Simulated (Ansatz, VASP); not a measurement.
## Two plane-wave programs on Mg

Contents of INCAR:

```
SYSTEM = Mg
ALGO = Normal
EDIFF = 1E-6
ENCUT = 520
GGA = PE
ISIF = 2
ISMEAR = -1
LASPH = .True.
LCHARG = .False.
LREAL = .False.
LWAVE = .False.
NBANDS = 9
NELM = 60
PREC = Accurate
SIGMA = 0.1
```

File KPOINTS:

```
k-points
0
Gamma
  12 12 12
  0 0 0
```

POSCAR

```
Mg
1.0
    0.0000000000      2.5298303444      2.5298303444
    2.5298303444      0.0000000000      2.5298303444
    2.5298303444      2.5298303444      0.0000000000
Mg
2
Direct
   -0.1250000000     -0.1250000000     -0.1250000000
    0.1250000000      0.1250000000      0.1250000000
```

Input for Ansatz:

```yaml
crystal:
  lattice:
    - [0.0, 2.5298303444, 2.5298303444]
    - [2.5298303444, 0.0, 2.5298303444]
    - [2.5298303444, 2.5298303444, 0.0]
  atoms:
    - { symbol: Mg, position: [-0.125, -0.125, -0.125] }
    - { symbol: Mg, position: [0.125, 0.125, 0.125] }
kpoints:
  mp_grid: { grid: [12, 12, 12] }
  band_path:
    path:
      - [0.0, 0.0, 0.0]
      - [0.5, 0.0, 0.5]
      - [0.625, 0.25, 0.625]
      - [0.375, 0.375, 0.75]
      - [0.0, 0.0, 0.0]
      - [0.5, 0.5, 0.5]
      - [0.5, 0.25, 0.75]
      - [0.5, 0.0, 0.5]
    npoints: 8
scf:
  occupations: { method: fermi_dirac, width: 0.1 }
hamiltonian:
  xc: pbe
  pseudopotentials: { kind: paw }
output:
  forces: true
  stress: true
  eigenvalues: true
  populations: true
  dos: { projected: true, de: 0.2, e_range: [-14, 8] }
```

Change from the starting cell: volume scaled by 0.4, PAW files.

Alike in both runs: task single point; functional PBE; k mesh 12 × 12 × 12; occupations fermi-dirac, width 0.1 eV; no spin polarisation.

|  | VASP | Ansatz |
| --- | --- | --- |
| version | VASP 6.6.1 | Ansatz 0.2.0 |
| potentials or method | VASP PAW PBE potentials, release 64 (Mg) | PAW with Ansatz's default frozen-core files, scalar-relativistic |
| plane-wave cutoff (eV) | 520 | 420 |
| valence electrons in the cell | 4 | 20 |

Ansatz gave:

```
pressure (GPa) : 54.4
```

**Question.** Which values does VASP return?

**Answer.** Pressure (GPa): 54.7.

The functional is the same, so the differences come from potentials, cutoffs and numerics. The two sets of potentials don't hold the same shells in valence.

Caveats: so large a pressure means that the cell lies far from this level's equilibrium, or that cutoff or potentials fall short (VASP).
